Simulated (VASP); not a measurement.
# CdTe (F-43m) in VASP: further runs

One crystal, CdTe, is run at these levels: PBE; tasks: relaxation of cell and atoms.

Program: VASP 6.6.1. These are calculated values, not measurements. Logs are shortened: lines on timing, memory, paths and dates and some standing lists are left out, and cuts for length are marked.

## (1) Starting point

The structure is cubic, space group F-43m (No. 216). The conventional cell has a = 6.622 Å, b = 6.622 Å, c = 6.622 Å, α = 90.00°, β = 90.00°, γ = 90.00°. Cd (site symmetry -43m) has 4 Te at 2.87 Å as nearest neighbours. Te (site symmetry -43m) is surrounded by 4 Cd at 2.87 Å.

## (2) Relaxation of cell and atoms, PBE

INCAR reads:

```
PREC = Accurate
ENCUT = 600
EDIFF = 1E-7
ISMEAR = 0
SIGMA = 0.03
LREAL = F
LASPH = T
NELM = 80
ALGO = Normal
ISIF = 3
LWAVE = F
LCHARG = F
GGA = PE
IBRION = 2
NSW = 90
EDIFFG = -0.005
KPAR = 2
```

KPOINTS reads:

```
Automatic mesh
0
Gamma
  8 8 8
```

POSCAR reads:

```
CdTe                                    
1.0
    0.0000000000      3.3111409335      3.3111409335
    3.3111409335      0.0000000000      3.3111409335
    3.3111409335      3.3111409335     -0.0000000000
  Cd              Te            
     1     1
Direct
     0.0000000000000000    0.0000000000000000    0.0000000000000000
     0.2500000000000000    0.2500000000000000    0.2500000000000000
```

Potentials or basis: VASP PAW PBE potentials, release 64 (Cd, Te).

Run with:

```bash
cat potpaw_PBE.64/Cd/POTCAR potpaw_PBE.64/Te/POTCAR > POTCAR
mpirun -np 2 vasp_std > vasp.out
```

OUTCAR:

```text
PREC = Accurate
   ENCUT = 600
   EDIFF = 1E-7
   ISMEAR = 0
   LREAL = F
   LASPH = T
   NELM = 80
   ISIF = 3
   GGA = PE
   IBRION = 2
   NSW = 90
   EDIFFG = -0.005

 ion  position               nearest neighbor table
   1  0.000  0.000  0.000-   2 2.87   2 2.87   2 2.87   2 2.87
   2  0.250  0.250  0.250-   1 2.87   1 2.87   1 2.87   1 2.87

  LATTYP: Found a face centered cubic cell.
 ALAT       =     6.6222818670

  Lattice vectors:

 A1 = (   0.0000000000,   3.3111409335,   3.3111409335)
 A2 = (   3.3111409335,   0.0000000000,   3.3111409335)
 A3 = (   3.3111409335,   3.3111409335,   0.0000000000)

Analysis of symmetry for initial positions (statically):
=====================================================================
 Subroutine PRICEL returns:
 Original cell was already a primitive cell.

 Routine SETGRP: Setting up the symmetry group for a
 face centered cubic supercell.

 Subroutine GETGRP returns: Found 24 space group operations
 (whereof 24 operations were pure point group operations)
 out of a pool of 48 trial point group operations.

The static configuration has the point symmetry T_d .

Analysis of symmetry for dynamics (positions and initial velocities):
=====================================================================
 Subroutine PRICEL returns:
 Original cell was already a primitive cell.

 Routine SETGRP: Setting up the symmetry group for a
 face centered cubic supercell.

 Subroutine GETGRP returns: Found 24 space group operations
 (whereof 24 operations were pure point group operations)
 out of a pool of 48 trial point group operations.

The dynamic configuration has the point symmetry T_d .

 Subroutine INISYM returns: Found 24 space group operations
 (whereof 24 operations are pure point group operations),
 and found     1 'primitive' translations

----------------------------------------------------------------------------------------

                                     Primitive cell

  volume of cell :      72.6044

  direct lattice vectors                    reciprocal lattice vectors
     0.000000000  3.311140933  3.311140933    -0.151005351  0.151005351  0.151005351
     3.311140933  0.000000000  3.311140933     0.151005351 -0.151005351  0.151005351
     3.311140933  3.311140933  0.000000000     0.151005351  0.151005351 -0.151005351

  length of vectors
     4.682660415  4.682660415  4.682660415     0.261548941  0.261548941  0.261548941

  position of ions in fractional coordinates (direct lattice)
     0.000000000  0.000000000  0.000000000
     0.250000000  0.250000000  0.250000000

  ion indices of the primitive-cell ions
   primitive index   ion index
                 1           1
                 2           2

----------------------------------------------------------------------------------------

 KPOINTS: Automatic mesh

Automatic generation of k-mesh.
 Grid dimensions read from file:
 generate k-points for:    8    8    8

 Generating k-lattice:

  Cartesian coordinates                     Fractional coordinates (reciprocal lattice)
    -0.018875669  0.018875669  0.018875669     0.125000000  0.000000000  0.000000000
     0.018875669 -0.018875669  0.018875669     0.000000000  0.125000000  0.000000000
     0.018875669  0.018875669 -0.018875669     0.000000000  0.000000000  0.125000000

  Length of vectors
     0.032693618  0.032693618  0.032693618

  Shift w.r.t. Gamma in fractional coordinates (k-lattice)
     0.000000000  0.000000000  0.000000000

 Subroutine IBZKPT returns following result:
 ===========================================

 Found     29 irreducible k-points:

 Following reciprocal coordinates:
            Coordinates               Weight
  0.000000  0.000000  0.000000      1.000000
  0.125000  0.000000  0.000000      8.000000
  0.250000  0.000000  0.000000      8.000000
  0.375000  0.000000  0.000000      8.000000
  0.500000  0.000000  0.000000      4.000000
  0.125000  0.125000  0.000000      6.000000
[... 16 lines left out ...]
  0.500000  0.250000  0.125000     48.000000
 -0.375000  0.250000  0.125000     24.000000
 [... further k-points ...]
   k-points           NKPTS =     29   k-points in BZ     NKDIM =     29   number of bands    NBANDS=     13
   number of dos      NEDOS =    301   number of ions     NIONS =      2
   total plane-waves  NPLWV =  64000
   dimension x,y,z NGX =    40 NGY =   40 NGZ =   40
   dimension x,y,z NGXF=    80 NGYF=   80 NGZF=   80
   ions per type =               1   1
   NGX,Y,Z   is equivalent  to a cutoff of  14.20, 14.20, 14.20 a.u.
   NGXF,Y,Z  is equivalent  to a cutoff of  28.40, 28.40, 28.40 a.u.
 SYSTEM =  unknown system
   PREC   = accura    normal or accurate (medium, high low for compatibility)
   ISTART =      0    job   : 0-new  1-cont  2-samecut
   ICHARG =      2    charge: 1-file 2-atom 10-const
   ISPIN  =      1    spin polarized calculation?
   LNONCOLLINEAR =      F non collinear calculations
   LSORBIT =      F    spin-orbit coupling
   LASPH  =      T    aspherical Exc in radial PAW
   ENCUT  =  600.0 eV  44.10 Ry    6.64 a.u.   9.35  9.35  9.35*2*pi/ulx,y,z
   NELM   =     80;   NELMIN=  2; NELMDL= -5     # of ELM steps
   EDIFF  = 0.1E-06   stopping-criterion for ELM
   LREAL  =      F    real-space projection
   EDIFFG = -.5E-02   stopping-criterion for IOM
   NSW    =     90    number of steps for IOM
   IBRION =      2    ionic relax: 0-MD 1-quasi-New 2-CG
   NFREE  =      1    steps in history (QN), initial steepest desc. (CG)
   ISIF   =      3    stress and relaxation
   ISYM   =      2    0-nonsym 1-usesym 2-fastsym
   POTIM  = 0.5000    time-step for ionic-motion
   TEBEG  =    0.0;   TEEND  =   0.0 temperature during run
   PSTRESS=    0.0 pullay stress
   NELECT =      18.0000    total number of electrons
   NUPDOWN=      -1.0000    fix difference up-down
   EMIN   =  10.00;   EMAX   =-10.00  energy-range for DOS
   EFERMI =   0.00;   METHOD = LEGACY
   ISMEAR =     0;   SIGMA  =   0.03  broadening in eV -4-tet -1-fermi 0-gaus
   EFERMI_NEDOS =   21; number of points for ismear=-14 and -15
   IALGO  =     38    algorithm
   IMIX   =      4    mixing-type and parameters
     AMIX     =   0.40;   BMIX     =  1.00
     AMIX_MAG =   1.60;   BMIX_MAG =  1.00
  volume/ion in A,a.u.               =      36.30       244.98
  Fermi-wavevector in a.u.,A,eV,Ry     =   1.028438  1.943466 14.390667  1.057684
  Thomas-Fermi vector in A             =   2.162434
   LORBIT       =      0    0 simple, 1 ext, 2 COOP (PROOUT), +10 PAW based schemes
   GGA     = PE    functional components
   LHFCALC =     F    Hartree Fock is set to
   AEXX    =    0.0000 exact exchange contribution
   IVDW    =     0    specifies the selected vdW correction
   LEPSILON=     F    determine dielectric tensor
   LRPA    =     F    only Hartree local field effects (RPA)
 conjugate gradient relaxation of ions
 non-spin polarized calculation
 Gauss-broadening in eV      SIGMA  =   0.03
  energy-cutoff  :      600.00
  volume of cell :       72.60
 maximum number of plane-waves:      2452
 NGX is ok and might be reduce to    40
   NGX = 19   NGY = 19   NGZ = 19

 number of electron      18.0000001 magnetization

 Free energy of the ion-electron system (eV)
  ---------------------------------------------------
  ext. energy  EPLUGINS =         0.00000000
  ---------------------------------------------------
  free energy    TOTEN  =        -4.81181088 eV

  energy without entropy =       -4.81181088  energy(sigma->0) =       -4.81181088

 E-fermi :   1.9272     XC(G=0):  -8.3007

 val. band max:        1.7820183651   @ k =   0.0000   0.0000   0.0000
 cond. band min:       2.3591487724   @ k =   0.0000   0.0000   0.0000
 fundamental gap:      0.5771304073
 Fermi energy:         1.9271720175

 k-point     1 :       0.0000    0.0000    0.0000
  band No.  band energies     occupation
      1      -9.0423      2.00000
      2      -6.3036      2.00000
      3      -6.3036      2.00000
      4      -6.3036      2.00000
      5      -6.0881      2.00000
      6      -6.0881      2.00000
      7       1.7820      2.00000
      8       1.7820      2.00000
      9       1.7820      2.00000
     10       2.3591      0.00000
     11       6.4218      0.00000
     12       6.4218      0.00000
     13       6.4218      0.00000

 k-point     2 :       0.1250    0.0000    0.0000
  band No.  band energies     occupation
      1      -8.9924      2.00000
      2      -6.2945      2.00000
      3      -6.2945      2.00000
      4      -6.2612      2.00000
      5      -6.0887      2.00000
      6      -6.0887      2.00000
      7       0.5991      2.00000
      8       1.6624      2.00000
      9       1.6624      2.00000
     10       3.2582      0.00000
     11       6.3753      0.00000
     12       6.6149      0.00000
     13       6.6149      0.00000

 k-point     3 :       0.2500    0.0000    0.0000
  band No.  band energies     occupation
      1      -8.8717      2.00000
      2      -6.2742      2.00000
      3      -6.2742      2.00000
      4      -6.1243      2.00000
      5      -6.0882      2.00000
      6      -6.0882      2.00000
      7      -0.7791      2.00000
      8       1.4062      2.00000
      9       1.4062      2.00000
     10       3.6574      0.00000
     11       6.9325      0.00000
     12       6.9325      0.00000
     13       7.0297      0.00000
[... 305 lines left out ...]
 k-point    23 :       0.5000    0.2500    0.1250
  band No.  band energies     occupation
      1      -8.6906      2.00000
      2      -6.2346      2.00000
      3      -6.2262      2.00000
      4      -6.1089      2.00000
      5      -6.0796      2.00000
      6      -5.8131      2.00000
      7      -1.8205      2.00000
      8       0.0473      2.00000
      9       0.7950      2.00000
     10       4.8749      0.00000
     11       6.3627      0.00000
     12       7.2263      0.00000
     13       8.3963      0.00000

 k-point    24 :      -0.3750    0.2500    0.1250
  band No.  band energies     occupation
      1      -8.6531      2.00000
      2      -6.2301      2.00000
      3      -6.2204      2.00000
      4      -6.0999      2.00000
      5      -6.0830      2.00000
      6      -5.7052      2.00000
      7      -2.1322      2.00000
      8      -0.0699      2.00000
      9       0.6648      2.00000
     10       4.8711      0.00000
     11       6.4428      0.00000
     12       7.6613      0.00000
     13       8.7968      0.00000

 [... further k-points ...]

------------------------ aborting loop because EDIFF is reached ----------------------------------------

  FORCE on cell =-STRESS in cart. coord.  units (eV):
  Direction    XX          YY          ZZ          XY          YZ          ZX
  --------------------------------------------------------------------------------------
  -------------------------------------------------------------------------------------
  Total        0.0028090      0.0028090      0.0028090     -0.0000000      0.0000000      0.0000000
  in kB        0.0619870      0.0619870      0.0619870     -0.0000000      0.0000000      0.0000000
  external PRESSURE =       0.0619870 kB  Pullay stress =       0.0000000 kB

 VOLUME and BASIS-vectors are now :
 -----------------------------------------------------------------------------
  energy-cutoff  :      600.00
  volume of cell :       72.60
      direct lattice vectors                 reciprocal lattice vectors
     0.000000000  3.311140933  3.311140933    -0.151005351  0.151005351  0.151005351
     3.311140933  0.000000000  3.311140933     0.151005351 -0.151005351  0.151005351
     3.311140933  3.311140933  0.000000000     0.151005351  0.151005351 -0.151005351

 POSITION                                       TOTAL-FORCE (eV/Angst)
 -----------------------------------------------------------------------------------
      0.00000      0.00000      0.00000         0.000000      0.000000      0.000000
      1.65557      1.65557      1.65557        -0.000000     -0.000000     -0.000000
 -----------------------------------------------------------------------------------
    total drift:                               -0.000000     -0.000000     -0.000000

  FREE ENERGIE OF THE ION-ELECTRON SYSTEM (eV)
  ---------------------------------------------------
  free  energy   TOTEN  =        -4.8118108831 eV

  energy  without entropy=       -4.8118108831  energy(sigma->0) =       -4.81181088

 reached required accuracy - stopping structural energy minimisation
```

It took 12 s on 2 MPI ranks of Intel Xeon 6975P-C (Granite Rapids), shared host; peak memory 0.24 GiB.

Results:

* Free energy: -4.8118 eV
* Pressure after relaxing: 0.0 GPa
* Band gap on the k mesh: 0.58 eV, direct

Final structure:
```yaml
crystal:
  lattice:
    - [0.00000, 3.31114, 3.31114]
    - [3.31114, 0.00000, 3.31114]
    - [3.31114, 3.31114, 0.00000]
  atoms:
    - { symbol: Cd, position: [0.00000, 0.00000, 0.00000] }
    - { symbol: Te, position: [0.25000, 0.25000, 0.25000] }
```

Caveat: the relaxation stopped at its first step, so nothing moved; spin-orbit coupling is left out, which moves the levels of the heavy elements. PBE gaps usually lie below the measured ones, often by a third to a half.

[end of part 1 of 2]
